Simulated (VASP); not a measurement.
Here is a VASP 6.6.1 calculation.

The input INCAR:

```
ALGO = Normal ; EDIFF = 1E-6
ENCUT = 520 ; ISIF = 2
ISMEAR = 0 ; LASPH = T
LCHARG = F ; LREAL = F
LWAVE = F ; NBANDS = 16
NELM = 100 ; PREC = Accurate
SIGMA = 0.01
```

The input KPOINTS:

```
k-points
0
Gamma
  5 5 3
```

POSCAR

```
MgS
1.0
    4.0346224100      0.0000000000      0.0000000000
   -2.0173112000      3.4940855000      0.0000000000
    0.0000000000      0.0000000000      6.4322941800
Mg S
2 2
Direct
    0.6666666676      0.3333333286      0.4957548506
    0.3333333285      0.6666666686      0.9957548506
    0.3382904219      0.6666666686      0.3792441502
    0.6666666676      0.3333333286      0.8792441502
```

Potentials or basis: VASP PAW LDA potentials, release 64 (Mg, S).

Launch:

```console
$ cat potpaw_LDA.64/Mg/POTCAR potpaw_LDA.64/S/POTCAR > POTCAR
$ mpirun -np 1 vasp_std > vasp.out
```

Task: Estimate the band gap on the k mesh.

Result: 3.16 eV, direct.

Task: Estimate the pressure.

Result: -2.4 GPa.

Task: Predict the largest force.

Result: 0.129 eV/Å.

Forces in eV/Å, atoms in the order of the input:
```
Mg   0.106 -0.003  0.055
Mg   0.006  0.000  0.053
S   -0.117  0.003 -0.055
S    0.005  0.000 -0.053
```
